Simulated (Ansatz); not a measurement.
# Calculated with Ansatz: Au, single run

input.yaml:

```yaml
crystal:
  lattice:
    - [1.444376, 2.501731, 0.0]
    - [-1.444376, 2.501731, 0.0]
    - [0.0, 0.0, 4.640641]
  atoms:
    - { symbol: Au, position: [0.3333, 0.3334, 0.25] }
    - { symbol: Au, position: [0.6666, 0.6667, 0.75] }
  symmetry: { detect: false }
kpoints:
  mp_grid: { grid: [7, 7, 4], shift: [0, 0, 0] }
magnetization:
  spin_polarized: false
scf:
  occupations: { method: tetrahedron }
hamiltonian:
  pseudopotentials: { kind: paw }
  xc: r2scan
basis:
  ecutwfc: "450 eV"
output:
  forces: true
  stress: true
  eigenvalues: true
```

Launch command:

```bash
ansatz run input.yaml --threads 1 --pin off --max-ram 2560MiB --backend cpu --events-out ev --progress --plain --runs-dir out
```

Origin of the cell: a known structure type with other elements, at an estimated volume, so it need not be a known compound.

Output (shortened):

```
Warning: output.forces, output.stress, relax.cell or npt_langevin: where a Kohn–Sham band that disperses or a degenerate level is filled in part under the method tetrahedron, the forces or th […]
Warning: basis.ecutwfc = 450 eV is below the records' recommended 500 eV, and the density's cutoff is lower with it unless basis.ecutrho_ratio is high enough to keep the records' density cuto […]
Pseudopotentials: kind: paw
Pseudopotential: Au, paw, valence charge 19, recommended cutoff 500 eV (meta_gga), Au.paw.azcp
Functional definition: r2SCAN
  exchange = r2scan_x(k0 = k0, k1 = k1, a1 = a1)
  correlation = r2scan_c
Crystal: 2 atoms, lattice volume = 33.537 Å³
Basis set: ecut = 450 eV, 713 PW (Γ), exchange–correlation on 80×80×144 points (64 copies of the dense FFT grid, shifted against one another)
Bands: 23, of which v1, the nominal top of the filled ones, is band 19 counted from 1 (18 counted from 0)
Symmetry: 1 space group operations
[… 4 lines left out …]
Initial density: superposition of atomic densities (neutral atoms: chi_scale 0, normalization atom), corrected by the library's trained network
Functional: x = r2scan, c = r2scan; τ floored in thin density (d = 2e-4 eV/Å³)
SCF iter   1: F=—  HF=-26326.987621 eV  Δρ=1.45e-2  dr2=7.04e-2  dr2_τ=7.09e-3
SCF iter   2: F=—  HF=-26326.973698 eV  Δρ=6.00e-3  dr2=1.12e-2  dr2_τ=1.85e-3
SCF iter   3: F=—  HF=-26326.974008 eV  Δρ=2.06e-3  dr2=1.08e-3  dr2_τ=5.49e-5
SCF iter   4: F=—  HF=-26326.974375 eV  Δρ=5.68e-4  dr2=7.20e-5  dr2_τ=5.73e-6
SCF iter   5: F=—  HF=-26326.974449 eV  Δρ=1.81e-4  dr2=1.25e-5  dr2_τ=6.59e-7
SCF iter   6: F=—  HF=-26326.974452 eV  Δρ=3.42e-5  dr2=3.96e-7  dr2_τ=1.05e-8
SCF iter   7: F=-26326.974454 eV  HF=-26326.974454 eV  Δρ=8.95e-6  dr2=2.63e-8  dr2_τ=3.20e-9
SCF 1 converged in 7 iterations: F = -26326.974454 eV  dr2 = 2.63e-8
SCF converged after 7 iterations
Stability not checked: this state was not tested for a lower state beside it, because cold or Methfessel-Paxton smearing, or corrected tetrahedra, fill the levels in a way that the test cannot read (fill_not_monotonic; […]
Free energy (F): -26326.974454 eV
Harris-Foulkes:  -26326.974454 eV  (|F-HF|=1.59e-8)
Internal energy: -26326.971645 eV  (E = F + TS)
E sigma→0 (E₀):  -26326.974454 eV
Entropy (-TS):   -0.002809 eV (-1.404 meV/atom)
Fermi energy:    21.021952 eV
--- Per-component energies (eV) ---
  E_band       = -437.825755
  E_kinetic    = 1212.365881
  E_local      = -3373.296829  (includes V_loc(G=0)·N_el)
  E_nonlocal   = 151.946535
  E_hartree    = 1447.259046
  E_xc         = -436.868230
  E_vxc        = -614.458466  (∫ρ·V_xc dr)
  E_paw        = -19462.652621  (= ΣΔE_a)
  E_vpaw       = -750.781787  (= ΣTr[D̂ρ^β])
  E_aug_tail   = 0.002992  (compensation charges beyond the density's cutoff)
  E_vtau       = 41.870039  (kinetic-family band-sum trace: ∫τ·v_τ [+ j·A + Jᵃ·Aᵃ] dr)
  E_ewald      = -5865.375771
  E_core_change = -0.352647  (= ΣΔE_core)
  E_smearing   = -0.002809  (= −TS)
  Σ components = -26326.974454   (vs F -26326.974454, Δ=0.00e0)
--- Forces (eV/Å), atoms counted from 1 ---
  atom   1  Au    -0.000000    -0.000182    -0.000000
  atom   2  Au    -0.000000     0.000182     0.000000
  max |Σ_I F_I| component: 3.33e-7 eV/Å
--- Stress (GPa, compression-positive) ---
        6.839404       0.000000      -0.000000
        0.000000       6.841948       0.000000
       -0.000000       0.000000      10.256386
  P = ⅓ Tr σ = 7.9792 GPa (79.792 kbar)
```

Caveats: forces and stress under tetrahedra may miss the slope of the energy; no spin-orbit coupling, though heavy elements are present; the cutoff lies below the datasets' advice; the k mesh is coarse if the cell is a metal.

The run took 8 s on 1 thread of Intel(R) Xeon(R) Platinum 8488C (Sapphire Rapids), with other jobs on the host, peak memory 0.55 GiB, from the program's own first density.
